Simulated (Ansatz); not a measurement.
NaH (Fm-3m) at 2 levels of theory

One geometry, relaxed with PBE; plane waves with PAW potentials in Ansatz, scalar-relativistic. No spin polarisation. Gaps are the least over mesh and band path; pressure is positive in compression.

```
Na H
1.0
     0.00000    2.41510    2.41510
     2.41510    0.00000    2.41510
     2.41510    2.41510    0.00000
Na H
1 1
Cartesian
  0.0000 0.0000 0.0000
  2.4151 2.4151 2.4151
```

```
level  cutoff (eV)  k mesh  gap (eV)  pressure (GPa)
  PBE          420   8×8×8      3.76             0.0
```

Q: What comes out on the same cell with LDA?

A:
| level | cutoff (eV) | k mesh | gap (eV) | pressure (GPa) |
| --- | --- | --- | --- | --- |
| LDA | 420 | 8×8×8 | 3.41 | -2.1 |

The cell was reached from a generator's guess, though it ends in a space group that the Crystallography Open Database lists for this formula.
